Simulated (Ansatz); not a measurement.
ZnS: Quadrupolar parameters

The cell is a Materials Project structure (computed, not necessarily an observed phase), atoms as given.

```yaml
crystal:
  lattice:
    - [3.80714, 0.00000, 0.00000]
    - [-1.90357, 3.29708, 0.00000]
    - [0.00000, 0.00000, 56.05799]
  atoms:
    - { symbol: Zn, position: [0.00000, 0.00000, 0.16670] }
    - { symbol: Zn, position: [0.33333, 0.66667, 0.72223] }
    - { symbol: Zn, position: [0.66667, 0.33333, 0.27777] }
    - { symbol: Zn, position: [0.00000, 0.00000, 0.44454] }
    - { symbol: Zn, position: [0.33333, 0.66667, 0.55557] }
    - { symbol: Zn, position: [0.00000, 0.00000, 0.66670] }
    - { symbol: Zn, position: [0.33333, 0.66667, 0.05558] }
    - { symbol: Zn, position: [0.66667, 0.33333, 0.61113] }
    - { symbol: Zn, position: [0.66667, 0.33333, 0.11110] }
    - { symbol: Zn, position: [0.33333, 0.66667, 0.22224] }
    - { symbol: Zn, position: [0.66667, 0.33333, 0.77778] }
    - { symbol: Zn, position: [0.66667, 0.33333, 0.94449] }
    - { symbol: Zn, position: [0.33333, 0.66667, 0.38892] }
    - { symbol: Zn, position: [0.00000, 0.00000, 0.33334] }
    - { symbol: Zn, position: [0.33333, 0.66667, 0.83343] }
    - { symbol: Zn, position: [0.00000, 0.00000, 0.00008] }
    - { symbol: Zn, position: [0.66667, 0.33333, 0.49999] }
    - { symbol: Zn, position: [0.00000, 0.00000, 0.88889] }
    - { symbol: S, position: [0.66667, 0.33333, 0.98615] }
    - { symbol: S, position: [0.33333, 0.66667, 0.43059] }
    - { symbol: S, position: [0.00000, 0.00000, 0.04167] }
    - { symbol: S, position: [0.66667, 0.33333, 0.65274] }
    - { symbol: S, position: [0.66667, 0.33333, 0.15273] }
    - { symbol: S, position: [0.33333, 0.66667, 0.09718] }
    - { symbol: S, position: [0.33333, 0.66667, 0.76381] }
    - { symbol: S, position: [0.00000, 0.00000, 0.70832] }
    - { symbol: S, position: [0.66667, 0.33333, 0.81947] }
    - { symbol: S, position: [0.00000, 0.00000, 0.37494] }
    - { symbol: S, position: [0.66667, 0.33333, 0.31940] }
    - { symbol: S, position: [0.00000, 0.00000, 0.93048] }
    - { symbol: S, position: [0.00000, 0.00000, 0.48610] }
    - { symbol: S, position: [0.33333, 0.66667, 0.26385] }
    - { symbol: S, position: [0.66667, 0.33333, 0.54158] }
    - { symbol: S, position: [0.00000, 0.00000, 0.20832] }
    - { symbol: S, position: [0.33333, 0.66667, 0.87500] }
    - { symbol: S, position: [0.33333, 0.66667, 0.59722] }
```

Sites (sets of like atoms) are named by element and the number of their first atom in this list.

Computed with Ansatz: DFT, PBE, plane waves and PAW, scalar-relativistic, 420 eV cutoff, Γ-centred 8×8×1 k-points, Fermi–Dirac smearing 0.02 eV.

V_zz is the principal component of the electric field gradient with the largest magnitude, η = (V_xx − V_yy)/V_zz and C_Q = eQV_zz/h.

Zn-67: I = 5/2, Q = 122.0 mb; 33S: I = 3/2, Q = -69.40 mb. Quadrupole moments are those of Pyykkö's year-2017 table.

Task: Which values are expected at the nuclei?

Result: 

```tsv
site	atoms (order as listed)	first shell	V_zz (10²¹ V/m²)	η	C_Q (MHz)
Zn1	1, 2, 6, 7, 10, 14	4 S at 2.33 Å	<0.005	–	≈0
Zn3	3, 9	4 S at 2.33 Å	0.022	0.00	0.066
Zn4	4	4 S at 2.33 Å	0.005	0.00	0.014
Zn5	5	4 S at 2.33–2.34 Å	-0.11	0.00	-0.316
Zn8	8	4 S at 2.33 Å	0.065	0.00	0.190
Zn11	11	4 S at 2.33–2.34 Å	-0.070	0.00	-0.207
Zn12	12	4 S at 2.33–2.34 Å	-0.10	0.00	-0.308
Zn13	13	4 S at 2.33–2.34 Å	-0.088	0.00	-0.260
Zn15	15	4 S at 2.33 Å	0.007	0.00	0.021
Zn16	16	4 S at 2.33 Å	0.037	0.00	0.108
Zn17	17, 18	4 S at 2.33 Å	0.014	0.00	0.041
S19	19	4 Zn at 2.33–2.34 Å	0.22	0.00	-0.365
S20	20	4 Zn at 2.33–2.34 Å	0.23	0.00	-0.379
S21	21, 26	4 Zn at 2.33 Å	0.059	0.00	-0.100
S22	22, 23	4 Zn at 2.33 Å	0.088	0.00	-0.147
S24	24	4 Zn at 2.33 Å	0.051	0.00	-0.086
S25	25	4 Zn at 2.33 Å	0.12	0.00	-0.196
S27	27	4 Zn at 2.33–2.34 Å	0.24	0.00	-0.401
S28	28	4 Zn at 2.33 Å	0.13	0.00	-0.220
S29	29	4 Zn at 2.33 Å	0.079	0.00	-0.133
S30	30	4 Zn at 2.33 Å	0.13	0.00	-0.226
S31	31	4 Zn at 2.33 Å	0.041	0.00	-0.069
S32	32	4 Zn at 2.33 Å	0.054	0.00	-0.091
S33	33	4 Zn at 2.33 Å	0.13	0.00	-0.211
S34	34	4 Zn at 2.33 Å	0.067	0.00	-0.112
S35	35	4 Zn at 2.33 Å	0.048	0.00	-0.080
S36	36	4 Zn at 2.33–2.34 Å	0.20	0.00	-0.343
```

An axis of threefold or higher order runs through Zn3, Zn4, Zn5, Zn8, Zn11 and Zn12 and others, so V_zz lies along it and η is zero.

Hardware: 1 thread of Intel Xeon 6975P-C (Granite Rapids) (x86_64; 32 cores open to the job, memory cap 3.0 GiB, no GPU), a shared host with a load of 0.5 a core. Wall time 2.7 min, CPU time 2.7 min, peak memory 1.7 GiB.
